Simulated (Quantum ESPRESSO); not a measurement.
Wanted: the native input for a Quantum ESPRESSO 7.5 run.

```yaml
Task: relaxation of cell and atoms
Functional: PBEsol
Potentials_or_basis: GBRV 1.5 PBEsol
Cutoff: 707 eV
Density_cutoff: 5633 eV
k_mesh: 8 × 8 × 8
Occupations: fermi-dirac, width 0.05 eV
Spin: no spin polarisation
Target_pressure: 20 GPa
Mixing_beta: 0.5
Most_SCF_iterations: 120
SCF_threshold: 4e-10 Ry
Most_ionic_steps: 40
Forc_conv_thr: 0.0004 Ry/bohr
Etot_conv_thr: 1e-05 Ry
Ion_dynamics: bfgs
Cell_dynamics: bfgs
Press_conv_thr: 0.3 kbar
```

AlAu:

```
Au Al
1.0
     3.22394    0.00000    0.00000
     0.00000    3.22394    0.00000
     0.00000    0.00000    3.22394
Au Al
1 1
Direct
  0.50000 0.50000 0.50000
  0.00000 0.00000 0.00000
```

The cell comes from a database or a generator and needn't be the stable form of this composition.

The input as run:

pw.in

```
&CONTROL
  calculation = 'vc-relax'
  prefix = 'pwscf'
  outdir = './tmp'
  pseudo_dir = './pseudo'
  tprnfor = .true.
  tstress = .true.
  disk_io = 'low'
  nstep = 40
  forc_conv_thr = 0.0004
  etot_conv_thr = 1d-05
/
&SYSTEM
  ibrav = 0
  nat = 2
  ntyp = 2
  ecutwfc = 52
  ecutrho = 414
  nbnd = 13
  occupations = 'smearing'
  smearing = 'fd'
  degauss = 0.00367493
/
&ELECTRONS
  conv_thr = 4d-10
  electron_maxstep = 120
  mixing_beta = 0.5
/
&IONS
  ion_dynamics = 'bfgs'
/
&CELL
  cell_dynamics = 'bfgs'
  press = 200
  press_conv_thr = 0.3
/
ATOMIC_SPECIES
Au   196.9666 au_pbesol_v1.uspp.F.UPF
Al    26.9815 al_pbesol_v1.uspp.F.UPF
CELL_PARAMETERS angstrom
   3.2239420000    0.0000000000    0.0000000000
   0.0000000000    3.2239420000    0.0000000000
   0.0000000000    0.0000000000    3.2239420000
ATOMIC_POSITIONS angstrom
Au     1.6119710000    1.6119710000    1.6119710000
Al     0.0000000000    0.0000000000    0.0000000000
K_POINTS automatic
8 8 8 0 0 0
```

Potentials or basis: GBRV 1.5 PBEsol.

Run with:

```bash
$ OMP_NUM_THREADS=1 mpirun -n 2 pw.x -nk 2 -in pw.in > pw.out
```

It gave:

```
Relaxed volume                                         : 14.26 Å³/atom
Relaxed cell                                           : a = 3.055 Å, b = 3.055 Å, c = 3.055 Å, α = 90.00°, β = 90.00°, γ = 90.00°
Space group after relaxing (to 0.05 Å)                 : Pm-3m (No. 221)
Energy change on relaxing (the enthalpy is what falls) : +82.2 meV/atom
Ionic steps                                            : 5
Pressure after relaxing                                : 20.0 GPa
Band gap on the k mesh                                 : none (metal or under the smearing width)
```

Run time: 43 s on 2 MPI ranks on Arm Neoverse V2, with other jobs on the host, peak memory 0.34 GiB a rank.
